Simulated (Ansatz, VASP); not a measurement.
## Na: VASP beside Ansatz

The input INCAR:

```
PREC = Accurate ; ENCUT = 520
EDIFF = 1E-7 ; ISMEAR = -1
SIGMA = 0.05 ; LREAL = F
LASPH = T ; NELM = 80
ALGO = Normal ; ISIF = 2
LWAVE = F ; LCHARG = F
GGA = PS ; NBANDS = 22
```

The input KPOINTS:

```
regular mesh
0
Gamma
  7 7 2
```

File POSCAR:

```
Na
1.0
    3.7003831212      0.0000000000      0.0000000000
   -1.8501915606      3.2046257867      0.0000000000
    0.0000000000      0.0000000000     12.4119483246
Na
4
Direct
    0.6666666667      0.3333333333      0.7500000000
    0.0000000000      0.0000000000      0.5000000000
    0.3333333333      0.6666666667      0.2500000000
    0.0000000000      0.0000000000      0.0000000000
```

The input input.yaml:

```yaml
crystal:
  lattice:
    - [3.7003831212, 0.0, 0.0]
    - [-1.8501915606, 3.2046257867, 0.0]
    - [0.0, 0.0, 12.4119483246]
  atoms:
    - { symbol: Na, position: [0.6666666667, 0.3333333333, 0.75] }
    - { symbol: Na, position: [0.0, 0.0, 0.5] }
    - { symbol: Na, position: [0.3333333333, 0.6666666667, 0.25] }
    - { symbol: Na, position: [0.0, 0.0, 0.0] }
hamiltonian:
  xc: pbesol
  pseudopotentials: { kind: paw }
kpoints:
  mp_grid: { grid: [7, 7, 2] }
scf:
  occupations: { method: fermi_dirac, width: 0.05 }
output:
  forces: true
  stress: true
  eigenvalues: true
```

This isn't the form of Na at room conditions, which is bcc.

Alike in both runs: task single point; functional PBEsol; k mesh 7 × 7 × 2; occupations fermi-dirac, width 0.05 eV; no spin polarisation.

```csv
,VASP,Ansatz
version,VASP 6.6.1,Ansatz 0.2.0
potentials or method,"VASP PAW PBE potentials, release 64 (Na_pv)",Ansatz PAW
plane-wave cutoff (eV),520,420
valence electrons in the cell,28,36
```

Ansatz gave:

* gap on the k mesh at the Fermi level (eV): none
* pressure (GPa): -0.1
* largest component of the traceless stress (GPa): 0.12

Problem. Which values does VASP return?

Solution. gap on the k mesh at the Fermi level (eV): none; pressure (GPa): -0.1; largest component of the traceless stress (GPa): 0.11.

A gap of «none» marks a metal or a gap that the smearing closes. With one functional, cell and mesh, what is left measures potentials, basis and numerics. The two sets of potentials don't hold the same shells in valence.

Caveats: the PAW data sets were made with another functional, which shifts forces and pressure a little (VASP); the PAW data sets come from PBE, with cores solved anew for the run's functional, which leaves a small shift of forces and pressure (Ansatz).
